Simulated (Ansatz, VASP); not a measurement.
One calculation of Hf, two programs

Contents of INCAR:

```
SYSTEM = Hf
ALGO = Normal
EDIFF = 1E-7
ENCUT = 520
GGA = PS
ISIF = 2
ISMEAR = 0
LASPH = .TRUE.
LCHARG = .FALSE.
LREAL = .FALSE.
LWAVE = .FALSE.
NBANDS = 11
NELM = 100
PREC = Accurate
SIGMA = 0.15
```

The input KPOINTS:

```
k-points
0
G
  18 18 18
  0 0 0
```

Contents of POSCAR:

```
Hf
1.0
    0.0000000000      2.0424000000      2.0424000000
    2.0424000000      0.0000000000      2.0424000000
    2.0424000000      2.0424000000      0.0000000000
Hf
1
Direct
    0.0000000000      0.0000000000      0.0000000000
```

Input for Ansatz:

```yaml
crystal:
  lattice:
    - [0.0, 2.0424, 2.0424]
    - [2.0424, 0.0, 2.0424]
    - [2.0424, 2.0424, 0.0]
  atoms:
    - { symbol: Hf, position: [0.0, 0.0, 0.0] }
basis:
  ecutwfc: 420
kpoints:
  mp_grid: { grid: [18, 18, 18] }
hamiltonian:
  xc: pbesol
scf:
  occupations: { method: gaussian, width: 0.15 }
output:
  forces: true
  stress: true
  eigenvalues: true
```

Change from the starting cell: strain -0.080 along x and y, -0.080 along z, atoms carried along.

Alike in both runs: task single point; functional PBEsol; k mesh 18 × 18 × 18; occupations gaussian, width 0.15 eV; no spin polarisation.

|  | VASP | Ansatz |
| --- | --- | --- |
| version | VASP 6.6.1 | Ansatz 0.2.0 |
| potentials or method | VASP PAW PBE potentials, release 64 (Hf_pv) | scalar-relativistic, plane waves, PAW |
| plane-wave cutoff (eV) | 520 | 420 |
| valence electrons in the cell | 10 | 26 |

|  | VASP | Ansatz | Ansatz less VASP |
| --- | --- | --- | --- |
| gap on the k mesh at the Fermi level (eV) | none | none | - |
| pressure (GPa) | 37.5 | 38.0 | +0.49 |

A gap of «none» marks a metal or a gap that the smearing closes. The two sets of potentials don't hold the same shells in valence.

Caveats: so large a pressure means that the cell lies far from this level's equilibrium, or that cutoff or potentials fall short (VASP); the potentials were made for another functional, which shifts forces and pressure (VASP). Spin-orbit coupling is left out, which matters for the levels of Hf.
